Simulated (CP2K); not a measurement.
Crystal: TiO2.

```
Ti O
1.0
     4.59984    0.00000    0.00000
     0.00000    4.59984    0.00000
     0.00000    0.00000    2.95921
Ti O
2 4
Direct
  0.00000 0.00000 0.50000
  0.50000 0.50000 0.00000
  0.30432 0.30432 0.50000
  0.19568 0.80432 0.00000
  0.80432 0.19568 0.00000
  0.69568 0.69568 0.50000
```

The cell is a database's computed one.

Base run:

* Program: CP2K 2026.2
* Functional: PBE
* Potentials or basis: POTENTIAL_UZH Ti GTH-PBE0-q12, O GTH-PBE0-q6; DZVP-MOLOPT-SR-GTH basis
* Density cutoff: 8163 eV
* k mesh: 6 × 6 × 9
* Occupations: fermi-dirac, width 0.05 eV
* Spin: no spin polarisation

Its results: band gap on the k mesh 1.78 eV, direct; pressure 4.2 GPa; largest force 0.010 eV/Å.

The run is repeated on the same cell with these changes: potentials or basis from POTENTIAL_UZH Ti GTH-PBE0-q12, O GTH-PBE0-q6; DZVP-MOLOPT-SR-GTH basis to POTENTIAL_UZH Ti GTH-SCAN-q12, O GTH-SCAN-q6; DZVP-MOLOPT-SR-GTH basis; potentials from Ti GTH-PBE0-q12 of POTENTIAL_UZH, O GTH-PBE0-q6 of POTENTIAL_UZH to Ti GTH-SCAN-q12 of POTENTIAL_UZH, O GTH-SCAN-q6 of POTENTIAL_UZH. What comes out?

Band gap on the k mesh 1.70 eV, direct; pressure 5.1 GPa; largest force 0.068 eV/Å.

Caveats: an odd mesh through Γ misses points on the zone boundary, where band edges often lie; the basis of atomic orbitals isn't converged, which shifts pressures, moduli and gaps; the potentials were made for another functional, which shifts forces and pressure (some runs).

Not every run made on this cell is shown here.
